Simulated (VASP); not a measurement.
# AlGa3N2 (Cmmm) in VASP: a series of runs

The runs below take AlGa3N2 through relaxation of cell and atoms, with PBE.

Program: VASP 6.6.1. These are calculated values, not measurements. Logs are shortened: lines on timing, memory, paths and dates and some standing lists are left out, and cuts for length are marked.

## (1) The structure

The structure is orthorhombic, space group Cmmm (No. 65). The conventional cell has a = 5.494 Å, b = 5.862 Å, c = 6.097 Å, α = 90.00°, β = 90.00°, γ = 90.00°. Al (site symmetry mmm) has 8 Ga at 2.90 to 3.07 Å and 4 N at 3.28 Å as nearest neighbours. Ga (site symmetry mm2) is surrounded by 2 Ga at 1.85 to 2.12 Å. Ga (site symmetry mmm) is surrounded by 2 N at 1.71 Å. N (site symmetry m2m) has 1 Ga at 1.71 Å as nearest neighbours.

The cell was built by a generator and needn't be a form met in nature.

## (2) Relaxation of cell and atoms, PBE

Contents of INCAR:

```
SYSTEM = AlGa3N2
ALGO     = Fast           ! electronic algorithm
EDIFF    = 1E-4           ! SCF threshold, eV
EDIFFG   = -0.08          ! ionic threshold
ENCUT    = 520            ! plane-wave cutoff, eV
GGA      = PE             ! functional
IBRION   = 2              ! ionic algorithm
ISIF     = 3              ! what is computed and relaxed
ISMEAR   = 0              ! smearing method
KPAR     = 2            
LASPH    = .TRUE.         ! aspherical terms in the spheres
LCHARG   = .FALSE.        ! write CHGCAR
LREAL    = .FALSE.        ! projectors in reciprocal space
LWAVE    = .FALSE.        ! write WAVECAR
NELM     = 60             ! most SCF steps
NSW      = 24             ! ionic steps
PREC     = Normal         ! precision mode
SIGMA    = 0.15           ! smearing width, eV
```

Contents of KPOINTS:

```
k-points
0
G
  4 4 3
  0 0 0
```

Contents of POSCAR:

```
AlGa3N2
1.0
    2.7472279200     -2.9308534000      0.0000000000
    2.7472279200      2.9308534000      0.0000000000
    0.0000000000      0.0000000000      6.0970666300
Al Ga N
1 3 2
Direct
    0.0000000000      0.0000000000      0.0000000000
    0.5000000000      0.5000000000      0.1516371700
    0.5000000000      0.5000000000      0.8483628300
    0.5000000000      0.5000000000      0.5000000000
    0.2086922300      0.7913077700      0.5000000000
    0.7913077700      0.2086922300      0.5000000000
```

Potentials or basis: VASP PAW PBE potentials, release 64 (Al, Ga_d, N).

Command:

```sh
cat potpaw_PBE.64/Al/POTCAR potpaw_PBE.64/Ga_d/POTCAR potpaw_PBE.64/N/POTCAR > POTCAR
mpirun -np 2 vasp_std > vasp.out
```

OUTCAR:

```text
SYSTEM = AlGa3N2
   EDIFF = 1E-4
   EDIFFG = -0.08
   ENCUT = 520
   GGA = PE
   IBRION = 2
   ISIF = 3
   ISMEAR = 0
   LASPH = .TRUE.
   LREAL = .FALSE.
   NELM = 60
   NSW = 24
   PREC = Normal

 ion  position               nearest neighbor table
   1  0.000  0.000  0.000-   2 2.90   3 2.90   2 2.90   3 2.90   2 3.07   3 3.07   2 3.07   3 3.07

   2  0.500  0.500  0.152-   3 1.85   4 2.12   1 2.90   1 2.90   1 3.07   1 3.07
   3  0.500  0.500  0.848-   2 1.85   4 2.12   1 2.90   1 2.90   1 3.07   1 3.07
   4  0.500  0.500  0.500-   5 1.71   6 1.71   2 2.12   3 2.12
   5  0.209  0.791  0.500-   4 1.71
   6  0.791  0.209  0.500-   4 1.71

  LATTYP: Found a base centered orthorhombic cell.
 ALAT       =     5.4944558400
 B/A-ratio  =     1.0668402788
 C/A-ratio  =     1.1096761549

  Lattice vectors:

 A1 = (   2.7472279200,  -2.9308534000,   0.0000000000)
 A2 = (   2.7472279200,   2.9308534000,   0.0000000000)
 A3 = (   0.0000000000,   0.0000000000,   6.0970666300)

Analysis of symmetry for initial positions (statically):
=====================================================================
 Subroutine PRICEL returns:
 Original cell was already a primitive cell.

 Routine SETGRP: Setting up the symmetry group for a
 base centered orthorhombic supercell.

 Subroutine GETGRP returns: Found  8 space group operations
 (whereof  8 operations were pure point group operations)
 out of a pool of  8 trial point group operations.

The static configuration has the point symmetry D_2h.

Analysis of symmetry for dynamics (positions and initial velocities):
=====================================================================
 Subroutine PRICEL returns:
 Original cell was already a primitive cell.

 Routine SETGRP: Setting up the symmetry group for a
 base centered orthorhombic supercell.

 Subroutine GETGRP returns: Found  8 space group operations
 (whereof  8 operations were pure point group operations)
 out of a pool of  8 trial point group operations.

The dynamic configuration has the point symmetry D_2h.

 Subroutine INISYM returns: Found  8 space group operations
 (whereof  8 operations are pure point group operations),
 and found     1 'primitive' translations

----------------------------------------------------------------------------------------

                                     Primitive cell

  volume of cell :      98.1838

  direct lattice vectors                    reciprocal lattice vectors
     2.747227920 -2.930853400  0.000000000     0.182001645 -0.170598775  0.000000000
     2.747227920  2.930853400  0.000000000     0.182001645  0.170598775  0.000000000
     0.000000000  0.000000000  6.097066630     0.000000000  0.000000000  0.164013297
[... 80 lines left out ...]
   NELM   =     60;   NELMIN=  2; NELMDL= -5     # of ELM steps
   EDIFF  = 0.1E-03   stopping-criterion for ELM
   LREAL  =      F    real-space projection
   EDIFFG = -.8E-01   stopping-criterion for IOM
   NSW    =     24    number of steps for IOM
   IBRION =      2    ionic relax: 0-MD 1-quasi-New 2-CG
   NFREE  =      1    steps in history (QN), initial steepest desc. (CG)
   ISIF   =      3    stress and relaxation
   ISYM   =      2    0-nonsym 1-usesym 2-fastsym
   POTIM  = 0.5000    time-step for ionic-motion
   TEBEG  =    0.0;   TEEND  =   0.0 temperature during run
   PSTRESS=    0.0 pullay stress
   NELECT =      52.0000    total number of electrons
   NUPDOWN=      -1.0000    fix difference up-down
   EMIN   =  10.00;   EMAX   =-10.00  energy-range for DOS
   EFERMI =   0.00;   METHOD = LEGACY
   ISMEAR =     0;   SIGMA  =   0.15  broadening in eV -4-tet -1-fermi 0-gaus
   EFERMI_NEDOS =   21; number of points for ismear=-14 and -15
   IALGO  =     68    algorithm
   IMIX   =      4    mixing-type and parameters
     AMIX     =   0.40;   BMIX     =  1.00
     AMIX_MAG =   1.60;   BMIX_MAG =  1.00
  volume/ion in A,a.u.               =      16.36       110.43
  Fermi-wavevector in a.u.,A,eV,Ry     =   1.324533  2.503004 23.869885  1.754387
  Thomas-Fermi vector in A             =   2.454060
   LORBIT       =      0    0 simple, 1 ext, 2 COOP (PROOUT), +10 PAW based schemes
   GGA     = PE    functional components
   LHFCALC =     F    Hartree Fock is set to
   AEXX    =    0.0000 exact exchange contribution
   IVDW    =     0    specifies the selected vdW correction
   LEPSILON=     F    determine dielectric tensor
   LRPA    =     F    only Hartree local field effects (RPA)
 conjugate gradient relaxation of ions
 non-spin polarized calculation
 RMM-DIIS sequential band-by-band and
 Gauss-broadening in eV      SIGMA  =   0.15
  energy-cutoff  :      520.00
  volume of cell :       98.18
 maximum number of plane-waves:      2667
   NGX = 15   NGY = 15   NGZ = 23

--------------------------------------- Ionic step        1  -------------------------------------------

 number of electron      52.0000189 magnetization

 Free energy of the ion-electron system (eV)
  ---------------------------------------------------
  ext. energy  EPLUGINS =         0.00000000
  ---------------------------------------------------
  free energy    TOTEN  =       -16.60987595 eV

  energy without entropy =      -16.57704171  energy(sigma->0) =      -16.59345883

------------------------ aborting loop because EDIFF is reached ----------------------------------------

  FORCE on cell =-STRESS in cart. coord.  units (eV):
  Direction    XX          YY          ZZ          XY          YZ          ZX
  --------------------------------------------------------------------------------------
  -------------------------------------------------------------------------------------
  Total       -2.3411996     11.2006012     39.2147532      0.0000000      0.0000000      0.0000000
  in kB      -38.2040400    182.7730634    639.9121324      0.0000000      0.0000000      0.0000000
  external PRESSURE =     261.4937186 kB  Pullay stress =       0.0000000 kB
[... 1070 lines left out ...]
     30       5.8310      0.00000
     31       6.9996      0.00000

[... ionic steps 4 to 10 ...]

--------------------------------------- Ionic step       11  -------------------------------------------

 number of electron      51.9999915 magnetization

------------------------ aborting loop because EDIFF is reached ----------------------------------------
[... 75 lines left out ...]
--------------------------------------- Ionic step       13  -------------------------------------------

 number of electron      51.9999914 magnetization

 Free energy of the ion-electron system (eV)
  ---------------------------------------------------
  ext. energy  EPLUGINS =         0.00000000
  ---------------------------------------------------
  free energy    TOTEN  =       -21.96023395 eV

  energy without entropy =      -21.91807975  energy(sigma->0) =      -21.93915685

 E-fermi :   3.7229     XC(G=0):  -9.9747

 val. band max:        3.6256307006   @ k =   0.5000   0.2500   0.3333
 cond. band min:       3.7491262781   @ k =   0.5000   0.5000   0.3333
 fundamental gap:      0.1234955774
 Fermi energy:         3.7228831389
[... 507 lines left out ...]
  FREE ENERGIE OF THE ION-ELECTRON SYSTEM (eV)
  ---------------------------------------------------
  free  energy   TOTEN  =       -21.9602339538 eV

  energy  without entropy=      -21.9180797493  energy(sigma->0) =      -21.93915685

 reached required accuracy - stopping structural energy minimisation
```

OSZICAR:

```text
N       E                     dE             d eps       ncg     rms          rms(c)
DAV:   1     0.454609210937E+03    0.45461E+03   -0.25263E+04   925   0.271E+03
DAV:   2     0.547557517005E+02   -0.39985E+03   -0.38985E+03   917   0.610E+02
DAV:   3    -0.153654680745E+02   -0.70121E+02   -0.67625E+02  1044   0.179E+02
DAV:   4    -0.205918570620E+02   -0.52264E+01   -0.51664E+01  1021   0.496E+01
[... 141 lines left out ...]
DAV:   1    -0.219657933457E+02   -0.79507E-02   -0.30135E-01   960   0.439E+00    0.459E-01
RMM:   2    -0.219619214800E+02    0.38719E-02   -0.16720E-02  1078   0.125E+00    0.275E-01
RMM:   3    -0.219613563740E+02    0.56511E-03   -0.57254E-03  1129   0.527E-01    0.207E-01
RMM:   4    -0.219602584073E+02    0.10980E-02   -0.17355E-03  1034   0.293E-01    0.472E-02
RMM:   5    -0.219602339538E+02    0.24454E-04   -0.27856E-04   583   0.142E-01
  13 F= -.21960234E+02 E0= -.21939157E+02  d E =-.247634E-02
```

Wall time 1.7 min (2 MPI ranks of Intel Xeon Platinum 8488C (Sapphire Rapids), shared host); peak memory 0.17 GiB.

What came out:

- Free energy: -21.9602 eV
- Relaxed volume: 17.68 Å³/atom
- Relaxed cell: a = 3.749 Å, b = 3.749 Å, c = 7.886 Å, α = 90.00°, β = 90.00°, γ = 106.87°
- Space group after relaxing (to 0.05 Å): Cmmm (No. 65)
- Energy gained by relaxing: 891.7 meV/atom
- Ionic steps: 13
- Pressure after relaxing: 0.2 GPa
- Largest force after relaxing: 0.059 eV/Å
- Band gap on the k mesh: none (metal or under the smearing width)

Forces on the atoms (eV/Å):
```
Al   0.000  0.000  0.000
Ga   0.000  0.000  0.029
Ga   0.000  0.000 -0.029
Ga   0.000  0.000  0.000
N    0.000 -0.059  0.000
N    0.000  0.059  0.000
```

The path:
| step | energy change (eV) | largest force (eV/Å) | pressure (GPa) | volume (Å³) |
| --- | --- | --- | --- | --- |
| 1 | 0.0000 | 9.1370 | 26.15 | 98.18 |
| 2 | -2.1788 | 3.5223 | -5.70 | 138.12 |
| 3 | -2.4752 | 3.6448 | -4.73 | 133.66 |
| 4 | -2.6668 | 3.7480 | -3.73 | 130.38 |
| 5 | -3.0267 | 4.0875 | 0.89 | 118.78 |
| 6 | -4.5665 | 0.7292 | -6.58 | 125.95 |
| 7 | -4.5745 | 0.6915 | -6.88 | 126.23 |
| 8 | -5.1487 | 0.8529 | -1.81 | 112.85 |
| 9 | -5.1901 | 1.3470 | 0.25 | 109.58 |
| 10 | -5.2855 | 0.4789 | 1.02 | 103.20 |
| 11 | -5.3477 | 0.0894 | 0.31 | 105.81 |
| 12 | -5.3479 | 0.0912 | 0.06 | 105.89 |
| 13 | -5.3504 | 0.0588 | 0.18 | 106.06 |

Final structure:
```yaml
crystal:
  lattice:
    - [2.23330, -3.01109, 0.00000]
    - [2.23330, 3.01109, 0.00000]
    - [0.00000, 0.00000, 7.88568]
  atoms:
    - { symbol: Al, position: [0.00000, 0.00000, 0.00000] }
    - { symbol: Ga, position: [0.50000, 0.50000, 0.17348] }
    - { symbol: Ga, position: [0.50000, 0.50000, 0.82652] }
    - { symbol: Ga, position: [0.50000, 0.50000, 0.50000] }
    - { symbol: N, position: [0.20255, 0.79745, 0.50000] }
    - { symbol: N, position: [0.79745, 0.20255, 0.50000] }
```

Levels at points of the mesh, in eV from the Fermi level:
| k point | band 24 | band 25 | band 26 | band 27 | band 28 | band 29 |
| --- | --- | --- | --- | --- | --- | --- |
| (0.00, 0.00, 0.00) | -1.01 | 0.13 | 0.32 | 1.52 | 2.57 | 2.90 |
| (0.50, 0.00, 0.00) | -0.78 | -0.69 | -0.27 | -0.16 | 1.07 | 2.00 |
| (0.50, 0.50, 0.00) | -1.85 | -0.83 | -0.70 | 0.05 | 1.24 | 1.40 |

Caveat: the k mesh is coarse (spacing up to 0.39 Å⁻¹), so the values aren't converged; the relaxation stopped at a loose force limit of 0.08 eV/Å, so its end isn't a converged minimum.

(Part 1 of 2 ends here.)
